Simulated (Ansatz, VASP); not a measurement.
One calculation of MnO2, two programs

INCAR

```
SYSTEM = MnO2
ALGO = Normal
EDIFF = 1E-6
ENCUT = 520
ISIF = 2
ISMEAR = 0
ISPIN = 2
LASPH = .TRUE.
LCHARG = .FALSE.
LDAU = .TRUE.
LDAUJ = 0 0
LDAUL = 2 -1
LDAUPRINT = 1
LDAUTYPE = 2
LDAUU = 4 0
LMAXMIX = 4
LORBIT = 11
LREAL = .FALSE.
LWAVE = .FALSE.
MAGMOM = 3 0 0
NBANDS = 24
NELM = 150
PREC = Accurate
SIGMA = 0.05
```

KPOINTS

```
k-points
0
G
  7 7 7
  0 0 0
```

POSCAR

```
MnO2
1.0
    0.0000000000      2.3128744900      2.3128744900
    2.3128744900      0.0000000000      2.3128744900
    2.3128744900      2.3128744900      0.0000000000
Mn O
1 2
Direct
    0.0000000000      0.0000000000      0.0000000000
    0.2500000000      0.2500000000      0.2500000000
    0.7500000000      0.7500000000      0.7500000000
```

Input for Ansatz:

```yaml
crystal:
  lattice:
    - [0.0, 2.31287449, 2.31287449]
    - [2.31287449, 0.0, 2.31287449]
    - [2.31287449, 2.31287449, 0.0]
  atoms:
    - { symbol: Mn, position: [0.0, 0.0, 0.0], spin: 3.0 }
    - { symbol: O, position: [0.25, 0.25, 0.25] }
    - { symbol: O, position: [0.75, 0.75, 0.75] }
basis:
  ecutwfc: 420
  ecutrho_ratio: 4
kpoints:
  mp_grid: { grid: [7, 7, 7] }
hamiltonian:
  xc: lda
  hubbard: { sites: [{ site: 0, l: d, u_eff: 4.0 }] }
scf:
  occupations: { method: gaussian, width: 0.05 }
  lower_state_search: "off"
  max_iter: 150
output:
  forces: true
  stress: true
  eigenvalues: true
  populations: true
  hubbard: { sites: [{ site: 0, l: d }] }
magnetization:
  spin_polarized: true
```

Alike in both runs: task single point; functional LDA; k mesh 7 × 7 × 7; occupations gaussian, width 0.05 eV; collinear spin; Hubbard terms Mn d U = 4.0 eV.

|  | VASP | Ansatz |
| --- | --- | --- |
| version | VASP 6.6.1 | Ansatz 0.2.0 |
| potentials or method | VASP PAW LDA potentials, release 64 (Mn_pv, O) | scalar-relativistic, plane waves, PAW |
| plane-wave cutoff (eV) | 520 | 420 |
| valence electrons in the cell | 25 | 27 |

Ansatz gave:

* gap on the k mesh at the Fermi level (eV): none
* pressure (GPa): 18.4
* net moment per atom (μB): 1.00
* size of the moment on the site where the two differ most (μB): 3.20

Task: What did VASP give for the same quantities?

Result: gap on the k mesh at the Fermi level (eV): none; pressure (GPa): 17.2; net moment per atom (μB): 1.00; size of the moment on the site where the two differ most (μB): 3.52.

Site moments also hang on the region over which each program counts them. The programs project onto different local orbitals, so the same U acts differently. A gap of «none» marks a metal or a gap that the smearing closes. The two sets of potentials don't hold the same shells in valence. Ansatz warned: «filled_band_counts_differ_across_k_points».

Caveats: a cell with one magnetic atom can't hold antiferromagnetic order, which such compounds often take. The state reached can hang on the start; a lower one may exist.
